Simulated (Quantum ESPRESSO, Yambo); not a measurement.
# A GW chain in Yambo: BaS (Fm-3m), part 2 of 3

How does a plane-wave GW calculation on BaS (Fm-3m) run from the first input to the gap?

Quantum ESPRESSO 7.5 and Yambo 5.3.0; PBE and many-body steps on it, plane waves. Known limits of the many-body steps: not at the basis limit; no spin-orbit coupling.

So far. Step 2 (Ground state): The gap is indirect, with the least direct gap 0.13 eV higher. Step 3 (Bands along the symmetry lines): The gap is 2.146 eV, as in the run before at this level.

### 4. Empty states on the mesh, 4×4×4 mesh, 279 bands

Level of this step: DFT, PBE, plane waves, norm-conserving pseudopotentials (Quantum ESPRESSO).

The sums over transitions need many empty states on a uniform mesh; this step solves for them.

The input, pw.in:

```
&control
  calculation = 'nscf'
  prefix = 'x'
  outdir = 'o'
  pseudo_dir = 'pseudo'
/
&system
  ibrav = 0
  nat = 2
  ntyp = 2
  ecutwfc = 40.0
  nbnd = 279
  force_symmorphic = .true.
/
&electrons
  conv_thr = 1e-9
  electron_maxstep = 80
  diago_full_acc = .true.
  diago_thr_init = 5e-6
/
ATOMIC_SPECIES
  Ba 137.33 Ba.upf
  S 32.06 S.upf
CELL_PARAMETERS angstrom
  0.0000000000 3.1937500000 3.1937500000
  3.1937500000 0.0000000000 3.1937500000
  3.1937500000 3.1937500000 0.0000000000
ATOMIC_POSITIONS crystal
  Ba 0.0000000000 0.0000000000 0.0000000000
  S 0.5000000000 0.5000000000 0.5000000000
K_POINTS automatic
  4 4 4 0 0 0
```

Launch:

```bash
OMP_NUM_THREADS=1 mpirun -n 4 pw.x -nk 4 -in pw.in > pw.out
```

The program printed:

```text
[banner, memory and clock lines left out]
Program PWSCF v.7.5 starts

     Atomic positions and unit cell read from directory:
     o/x.save/

     Message from routine setup:
     using ibrav=0 with symmetry is DISCOURAGED, use correct ibrav instead

     G-vector sticks info

     bravais-lattice index     =            0
     lattice parameter (alat)  =       8.5352  a.u.
     unit-cell volume          =     439.6725 (a.u.)^3
     number of atoms/cell      =            2
     number of atomic types    =            2
     number of electrons       =        16.00
     number of Kohn-Sham states=          279
     kinetic-energy cutoff     =      40.0000  Ry
     charge density cutoff     =     160.0000  Ry
     Exchange-correlation= PBE
                           (   1   4   3   4   0   0   0)

     celldm(1)=   8.535221  celldm(2)=   0.000000  celldm(3)=   0.000000
     celldm(4)=   0.000000  celldm(5)=   0.000000  celldm(6)=   0.000000

     crystal axes: (cart. coord. in units of alat)
               a(1) = (   0.000000   0.707107   0.707107 )
               a(2) = (   0.707107   0.000000   0.707107 )
               a(3) = (   0.707107   0.707107   0.000000 )

     reciprocal axes: (cart. coord. in units 2 pi/alat)
               b(1) = ( -0.707107  0.707107  0.707107 )
               b(2) = (  0.707107 -0.707107  0.707107 )
               b(3) = (  0.707107  0.707107 -0.707107 )
     Pseudo is Norm-conserving + core correction, Zval = 10.0
     Generated using ONCVPSP code by D. R. Hamann
     Using radial grid of 1958 points,  6 beta functions with:
     Pseudo is Norm-conserving + core correction, Zval =  6.0
     Generated using ONCVPSP code by D. R. Hamann
     Using radial grid of 1146 points,  6 beta functions with:
     Ba               10.00   137.33000     Ba( 1.00)
     S                 6.00    32.06000     S ( 1.00)

     48 Sym. Ops., with inversion, found

   Cartesian axes

     site n.     atom                  positions (alat units)
         1        Ba     tau(   1) = (   0.0000000   0.0000000   0.0000000  )
         2        S      tau(   2) = (   0.7071068   0.7071068   0.7071068  )

     number of k points=     8
                       cart. coord. in units 2pi/alat
        k(    1) = (   0.0000000   0.0000000   0.0000000), wk =   0.0312500
        k(    2) = (   0.1767767   0.1767767  -0.1767767), wk =   0.2500000
        k(    3) = (  -0.3535534  -0.3535534   0.3535534), wk =   0.1250000
[...]
k(    7) = (  -0.7071068   0.0000000   0.0000000), wk =   0.0937500
        k(    8) = (  -0.7071068   0.3535534   0.0000000), wk =   0.1875000

     Dense  grid:    15065 G-vectors     FFT dimensions: (  36,  36,  36)

     The potential is recalculated from file :
     o/x.save/charge-density

     Starting wfcs are    9 randomized atomic wfcs +  270 random wfcs

     Band Structure Calculation

     End of band structure calculation

          k = 0.0000 0.0000 0.0000 (  1893 PWs)   bands (ev):

   -20.1603  -5.2015  -5.2015  -5.2015  -4.4386   5.8941   5.8941   5.8941
     9.5199   9.8002   9.8002   9.8002  10.7242  10.7242  14.4498  20.6113
    20.6113  20.6113  22.6518  22.6518  22.6518  24.3456  24.3456  25.7206
[...]
[... 23 further rows ...]
[...]
139.0464 142.3260 143.7926 143.7926 143.7926 145.7674 145.7674

          k = 0.1768 0.1768-0.1768 (  1886 PWs)   bands (ev):

[...]
[... 23 further rows ...]
[...]
143.3672 143.4133 145.3926 145.5540 145.5540 145.6246 146.0450

          k =-0.3536-0.3536 0.3536 (  1892 PWs)   bands (ev):

[...]
56.5255  57.4844  58.5334  60.2248  60.2248  60.2865  60.2865  61.8529
     [... 23 further rows ...]
   141.1862 141.3847 141.3847 141.4942 141.6236 141.7061 141.9181 141.9181
   142.6543 142.8562 142.8562 147.2024 147.2024 147.4743 147.4743

          k = 0.3536 0.0000 0.0000 (  1876 PWs)   bands (ev):

     [... further k-points ...]

     highest occupied, lowest unoccupied level (ev):     5.8941    8.0404

     XML data file, pseudopotentials, collected wavefunctions
```

The job ended after 13 s (4 MPI ranks of Arm Neoverse V2, shared host; peak memory 0.39 GiB).

This step gave:

- gap: 2.146 eV
- k of the valence top: 0, 0, 0
- k of the conduction bottom: 0, -0.5, -0.5
- least direct gap: 2.272 eV
- k points computed: 8
- lowest point of the top converged band, above the valence top: 139.6856 eV

On this mesh the gap is 2.146 eV.

### 5. Conversion and set-up

This step: Yambo 5.3.0; conversion and set-up on PBE, plane waves, norm-conserving pseudopotentials.

The states are converted to the many-body program's format and the q mesh is built.

Launch:

```bash
(cd o/x.save; p2y > p2y.log; mv SAVE ../..); yambo > setup.log
```

The program printed:

```text
 Yambo, version 5.3.0

 [02] CORE Variables Setup
 =========================

  [02.01] Unit cells
  ==================

  Cell kind             :  FCC
  Atoms in the cell     :  Ba  S
  number of Ba atoms    :  1
  number of S  atoms    :  1

  List of atomic masses
  Mass of Ba    :  137.3300
  Mass of S     :  32.06000

  List of atomic coordinates    : [cc]
  Ba1       :  0.000000  0.000000  0.000000  order 1
  S1       :  6.035313  6.035313  6.035313  order 2

  Alat factors          :  6.035313  6.035313  6.035313 [a.u.]
  Direct lattice volume :  439.6725 [a.u.]
  Direct lattice vectors:  A[ 1 ]  A[ 2 ]  A[ 3 ]
   A[ 1 ]:  0.000000  1.000000  1.000000  [iru]
   0.000000  6.035313  6.035313  [cc]
   A[ 2 ]:  1.000000  0.000000  1.000000  [iru]
   6.035313  0.000000  6.035313  [cc]
   A[ 3 ]:  1.000000  1.000000  0.000000  [iru]
   6.035313  6.035313  0.000000  [cc]

  Recip. lattice volume :  0.564170 [a.u.]
  Recip. lattice vectors:  B[ 1 ]  B[ 2 ]  B[ 3 ]
   B[ 1 ]: -0.500000  0.500000  0.500000  [iku]
  -0.520535  0.520535  0.520535  [cc]
   B[ 2 ]:  0.500000 -0.500000  0.500000  [iku]
   0.520535 -0.520535  0.520535  [cc]
   B[ 3 ]:  0.500000  0.500000 -0.500000  [iku]
   0.520535  0.520535 -0.520535  [cc]

  [02.02] Symmetries
  ==================

  Inversion symmetry    : yes
  Spatial inversion     : yes
  Inversion index       :  25
  K-space Time-reversal : no
  Magnetic symmetries   : no
  Group table correct   : yes
  Symmetries units      :  [cc]

   [S  1]:   1.0000      0.42301E-17  0.42301E-17  0.42301E-17   1.0000     -0.42301E-17 -0.42301E-17 -0.42301E-17   1.0000
   [S  2]:  -1.0000     -0.42301E-17  0.42301E-17 -0.42301E-17  -1.0000     -0.42301E-17  0.42301E-17  0.42301E-17   1.0000
   [S  3]:  -1.0000      0.42301E-17 -0.42301E-17 -0.42301E-17   1.0000      0.42301E-17  0.42301E-17 -0.42301E-17  -1.0000
[...]
[... 36 further rows ...]
   [S 47]:  0.42301E-17   1.0000     -0.42301E-17 -0.42301E-17  0.42301E-17  -1.0000       1.0000     -0.42301E-17  0.42301E-17
   [S 48]:  0.42301E-17  -1.0000      0.42301E-17 -0.42301E-17 -0.42301E-17   1.0000       1.0000      0.42301E-17 -0.42301E-17

  [02.03] Reciprocal space
  ========================

  nG shells         :  199
  nG charge         :  15065
  nG WFs            :  2413
  nC WFs            :  1893
  G-vecs. in first 19 shells:  [ Number ]
     1    9   15   27   51   59   65   89  113
    137   169   181   229   259   283   307   331   339
    387
  ...
  Shell energy in first 19 shells:  [ mHa ]
    0.00000      406.435      541.914      1083.83      1490.26      1625.74      2167.66      2574.09      2709.57
    3251.48      3657.92      4335.31      4741.75      4877.22      5419.14      5825.57      5961.05      6502.97
    6909.40
  ...

  [02.04] K-grid lattice
  ======================

  Compatible Grid is   : 3D
[...]
BZ  K-points                                      :   64

  K/Q-points units:
  rlu = crystal or reduced units; cc = cartesian coordinates; iku = interal k-units

  K [1]          [rlu]:  0.000000  0.000000  0.000000
         WF components:  1893
  K [2]          [rlu]:  0.74313E-17  0.74313E-17  0.25000
         WF components:  1886
  K [3]          [rlu]: -0.14863E-16 -0.14863E-16 -0.50000
         WF components:  1892
  K [4]          [rlu]:  0.74488E-17  0.25000      0.25000
         WF components:  1876
  K [5]          [rlu]:  0.54615E-17  0.25000     -0.50000
         WF components:  1872
  [... 2 further k-points ...]
  K [8]          [rlu]:  0.250000 -0.500000 -0.250000
         WF components:  1888

  [02.05] Energies & Occupations
  ==============================

  [X] === General ===
  [X] Electronic Temperature                        :  0.000000  0.000000 [eV K]
  [X] Bosonic    Temperature                        :  0.000000  0.000000 [eV K]
  [X] Finite Temperature mode                       : no
  [X] El. density                                   :  0.24558E+24 [cm-3]
  [X] Fermi Level                                   :  5.894091 [eV]

  [X] === Gaps and Widths ===
  [X] Conduction Band Min                           :  2.146280 [eV]
  [X] Valence Band Max                              :  0.000000 [eV]
  [X] Filled Bands                                  :   8
  [X] Empty Bands                                   :    9  279
  [X] Direct Gap                                    :  2.272370 [eV]
  [X] Direct Gap localized at k                     :   7
  [X] Indirect Gap                                  :  2.146280 [eV]
  [X] Indirect Gap between kpts                     :   1   7
  [X] Last valence band width                       :  1.057937 [eV]
  [X] 1st conduction band width                     :  3.430145 [eV]

  E @ K [1]:  [eV]
   -26.054      -11.096      -11.096      -11.096      -10.333     -0.86425E-11 -0.42287E-11   0.0000
    3.62583   3.90611   3.90611   3.90611   4.83013   4.83013   8.55574  14.71718
  occ @ K [1]
   2.000000  2.000000  2.000000  2.000000  2.000000  2.000000  2.000000  2.000000
[...]
E @ K [2]:  [eV]
[...]
occ @ K [2]
[...]
E @ K [3]:  [eV]
[...]
occ @ K [3]
[...]
E @ K [4]:  [eV]
[...]
occ @ K [4]
[...]
E @ K [5]:  [eV]
[...]
occ @ K [5]
[...]
[... 2 further k-points ...]
  E @ K [8]:  [eV]
[...]
occ @ K [8]
   2.000000  2.000000  2.000000  2.000000  2.000000  2.000000  2.000000  2.000000
   0.000000  0.000000  0.000000  0.000000  0.000000  0.000000  0.000000  0.000000

 [03] Transferred momenta grid and indexing
 ==========================================

 IBZ Q-points                                      :   8
 BZ  Q-points                                      :   64

 K/Q-points units:
 rlu = crystal or reduced units; cc = cartesian coordinates; iku = interal k-units

 Q [1]          [rlu]:  0.000000  0.000000  0.000000
 Q [2]          [rlu]:  0.74313E-17  0.74313E-17  0.25000
 Q [3]          [rlu]: -0.14863E-16 -0.14863E-16 -0.50000
[...]
Q [7]          [rlu]: -0.14898E-16 -0.50000     -0.50000
 Q [8]          [rlu]:  0.250000 -0.500000 -0.250000

  [03.01] X indexes
  =================

   [03.01.01] Sigma indexes
   ========================

 [06] Game Over & Game summary
```

Wall time 1.8 s (1 MPI rank); peak memory 0.24 GiB.

(Continued in part 3 of 3.)

[Paths, hosts, dates, memory and timing lines, banners, echoed tables and standing remarks are left out of the program output.]

[Logs are printed without paths, hosts, clocks, repeated set-up lines and the standing remarks that a program may print on its own settings, such as how far it seeks lower states.]

[Runs of the session that timed out or met a known fault of the program may be left out.]

[Hosts, paths, dates, database ids (printed as entryN), source tags and the programs' standing remarks are cut or masked in the printed files.]
